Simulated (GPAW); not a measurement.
# K in GPAW: convergence with k mesh

K:

```
K
1.0
    10.07961    0.00000    0.00000
     0.00000   10.07961    0.00000
     0.00000    0.00000    4.32460
K
1
Direct
  0.00000 0.00000 0.00000
```

This isn't the form of K at room conditions, which is bcc.

| Quantity | Value |
| --- | --- |
| Program | GPAW 26.7.0 |
| Task | convergence study |
| Functional | LDA |
| Potentials or basis | the program's PAW data sets (release 1.2.1) made for this functional |
| Cutoff | 600 eV |
| Basis | pw |
| k mesh | 1 × 1 × 2 |
| Occupations | fermi-dirac, width 0.05 eV |
| Spin | no spin polarisation |

These are the settings of the first run; the series varies k mesh, with any setting tied to it.

Hardware: 1 thread of Arm Neoverse V2, with other jobs on the host.

Question: The values tried are 1 × 1 × 2, 1 × 1 × 3, 2 × 2 × 3, 2 × 2 × 4, 2 × 2 × 5, 3 × 3 × 6, 3 × 3 × 7, 4 × 4 × 8, loosest first. From which on does the energy stay within 1 meV/atom of the tightest run that finished?

Answer: From 3 × 3 × 7 on.

```csv
k mesh,"energy less the tightest run, at zero smearing (meV/atom)",pressure (GPa),SCF cycles,CPU time (s),peak memory (GiB)
1 × 1 × 2,-247.99,-0.14,10,5.5,0.25
1 × 1 × 3,75.33,-0.05,9,5.3,0.24
2 × 2 × 3,107.09,-0.02,9,12,0.26
2 × 2 × 4,62.56,-0.03,9,16,0.28
2 × 2 × 5,3.39,-0.04,9,16,0.28
3 × 3 × 6,-36.08,-0.06,9,21,0.29
3 × 3 × 7,-0.90,-0.05,9,21,0.29
4 × 4 × 8,0.00,-0.05,9,47,0.38
```

Against the tightest run, the pressure stays within 0.1 GPa from 1 × 1 × 2 on. Meshes of other sizes hit other points, so gaps and Fermi surfaces needn't settle smoothly. The tightest run that finished is the yardstick and may itself not be fully converged.
